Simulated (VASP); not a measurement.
Set up this calculation in VASP 6.6.1, as the native input.

| Quantity | Value |
| --- | --- |
| Task | single point |
| Functional | PBE0 |
| Potentials or basis | VASP PAW PBE potentials, release 64 (Si, C) |
| Cutoff | 520 eV |
| k mesh | 6 × 6 × 2 |
| Occupations | gaussian, width 0.02 eV |
| Spin | no spin polarisation |
| Grid for exact exchange (PRECFOCK) | Fast |
| Exchange at q = 0 | default |
| Further INCAR settings | ALGO = Normal; EDIFF = 1e-06 |

The system is SiC.

```xyz
8
Lattice="3.0810 0.0000 0.0000 -1.5405 2.6682 0.0000 0.0000 0.0000 10.0850" Properties=species:S:1:pos:R:3 pbc="T T T"
Si    1.5405    0.8894    9.4581
Si    0.0000    1.7788    4.4156
Si    0.0000    0.0000    6.9374
Si    0.0000    0.0000    1.8949
C     1.5405    0.8894    7.5618
C     0.0000    1.7788    2.5193
C     0.0000    0.0000    5.0471
C     0.0000    0.0000    0.0046
```

The cell is a database's computed one.

The input as run:

POSCAR

```
SiC
1.0
    3.0810000000      0.0000000000      0.0000000000
   -1.5405000000      2.6682242691      0.0000000000
    0.0000000000      0.0000000000     10.0850000000
Si C
4 4
Direct
    0.6666666700      0.3333333300      0.9378419800
    0.3333333300      0.6666666700      0.4378419800
    0.0000000000      0.0000000000      0.6878943800
    0.0000000000      0.0000000000      0.1878943800
    0.6666666700      0.3333333300      0.7498025900
    0.3333333300      0.6666666700      0.2498025900
    0.0000000000      0.0000000000      0.5004600500
    0.0000000000      0.0000000000      0.0004600500
```

INCAR.step1

```
SYSTEM = SiC
PREC = Accurate
ENCUT = 520
EDIFF = 1E-5
ISMEAR = 0
SIGMA = 0.02
LREAL = .False.
LASPH = .True.
NELM = 80
ALGO = Normal
ISIF = 2
LWAVE = .True.
LCHARG = .False.
KPAR = 4
GGA = PE
```

INCAR.step2

```
SYSTEM = SiC
PREC = Accurate
ENCUT = 520
EDIFF = 1E-6
ISMEAR = 0
SIGMA = 0.02
LREAL = .False.
LASPH = .True.
NELM = 80
ALGO = Normal
ISIF = 2
LWAVE = .False.
LCHARG = .False.
GGA = PE
LHFCALC = .True.
AEXX = 0.25
PRECFOCK = Fast
KPAR = 4
ISTART = 1
```

KPOINTS

```
regular mesh
0
Gamma
  6 6 2
  0 0 0
```

Potentials or basis: VASP PAW PBE potentials, release 64 (Si, C).

Command:

```console
$ cat potpaw_PBE.64/Si/POTCAR potpaw_PBE.64/C/POTCAR > POTCAR
$ cp INCAR.step1 INCAR
$ mpirun -np 4 vasp_std > vasp.out
$ cp INCAR.step2 INCAR
$ mpirun -np 4 vasp_std > vasp.out
```

It gave:

| Property | Result |
| --- | --- |
| Pressure | -2.4 GPa |
| Largest force | 0.014 eV/Å |
| Band gap on the k mesh | 3.89 eV, indirect (least direct gap 5.13 eV) |

Caveat: the PAW data sets were made with another functional, which shifts forces and pressure a little.

Wall time 7.4 min on 4 MPI ranks on Intel(R) Xeon(R) Platinum 8259CL CPU @ 2.50GHz (Skylake/Cascade Lake), on a shared host, peak memory 0.22 GiB a rank.
